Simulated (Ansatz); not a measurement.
Runs of Ansatz 0.2.0 on Bi. Symmetry: R-3m, No. 166, trigonal system. The conventional cell has a = 4.535 Å, b = 4.535 Å, c = 11.814 Å, α = 90.00°, β = 90.00°, γ = 120.00°. Bi (site symmetry 3m) has 6 Bi at 3.06 to 3.52 Å as nearest neighbours. 

```csv
task,level,spin,cell,cutoff (eV),smearing,basis error allowed,other keys,gap on the mesh (eV),pressure (GPa),moment (μB),largest force (eV/Å)
single point,PBE,off,"atoms moved at random, drawn with an rms of 0.05 Å",228,fermi-dirac 0.05 eV,0.001 eV/atom,-,0.24,2.8,-,0.52
band structure,PBEsol+D3(BJ)+ATM,"collinear, ferrimagnetic start",as given,189,methfessel-paxton 0.15 eV,0.003 eV/atom,hamiltonian.pseudopotentials.lapw.basis_error = 0.003,-,-2.3,0.00,0.13
single point,PBE,off,as given,214,fermi-dirac 0.05 eV,0.001 eV/atom,-,0.26,2.1,-,(c)
single point,RPBE,"collinear, ferrimagnetic start",volume scaled by 0.8,258,gaussian 0.01 eV,0.001 eV/atom,-,(b),(a),0.00,1.60
```

Alike in all rows: potentials or basis all-electron LAPW, scalar-relativistic; k mesh 7 × 7 × 7.

Task: Estimate the missing entries.

Result: (a) 23.3; (b) 0.32; (c) 0.20.

Caveats: spin-orbit coupling is left out, which as a rule narrows the gap of such compounds by several tenths of an eV (some runs); an odd mesh through Γ misses points on the zone boundary, where band edges often lie (some runs); the starting moments weren't kept (some runs); spin-orbit coupling is left out, which moves the levels of the heavy elements (some runs); pairwise dispersion overbinds metals, which lowers pressure and volume (some runs).

A k mesh can miss the band edges, and the runs leave out spin-orbit coupling on Bi.
